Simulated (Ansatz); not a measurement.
## Phases of Os at 40 GPa

Structure types of Os are relaxed in primitive cells with their symmetry kept at 40 GPa, first on PAW files, then by LAPW. The enthalpy is E + pV at zero temperature, without zero-point motion. Only the types listed were tried, and differences under about 5 meV/atom are mesh noise.

All numbers are PBE results (scalar-relativistic) from Ansatz 0.2.0, with Fermi–Dirac smearing of 0.1 eV, no spin polarisation. Methods: LAPW: all electrons, basis error target 0.5 meV/atom; PAW: frozen-core files, cutoff 420 eV.

k meshes: fcc 18×18×18, bcc 18×18×18, hcp 17×17×9, diamond 13×13×13, simple hexagonal 17×17×16, omega 9×9×12.

Spin–orbit coupling is left out, which matters for the heavy atoms.

```
      start type                   ends as          a, b, c (Å)  V (Å³/atom)  H − H(lowest), LAPW (meV/atom)
             fcc                fcc, Fm-3m  3.749, 3.749, 3.749        13.18                           146.9
             bcc                bcc, Im-3m  2.999, 2.999, 2.999        13.48                               ?
             hcp             hcp, P6_3/mmc  2.677, 2.677, 4.237        13.14                             0.0
         diamond            diamond, Fd-3m  5.300, 5.300, 5.300        18.61                               ?
simple hexagonal  simple hexagonal, P6/mmm  2.587, 2.587, 2.457        14.24                          1468.8
           omega             omega, P6/mmm  4.209, 4.209, 2.628        13.44                           440.2
```

Fill in "H − H(lowest), LAPW (meV/atom)" for the row "bcc".

982.6.

What belongs in the row "diamond", column "H − H(lowest), LAPW (meV/atom)"?

2840.2.

Split the lead of hcp over fcc into energy and pV.

For fcc less hcp: ΔE = +138.6 meV/atom, and p·ΔV = 40 GPa × +0.0335 Å³ × 6.242 meV/(GPa·Å³) = +8.4 meV/atom, together 147.0 meV/atom. hcp wins on both counts.
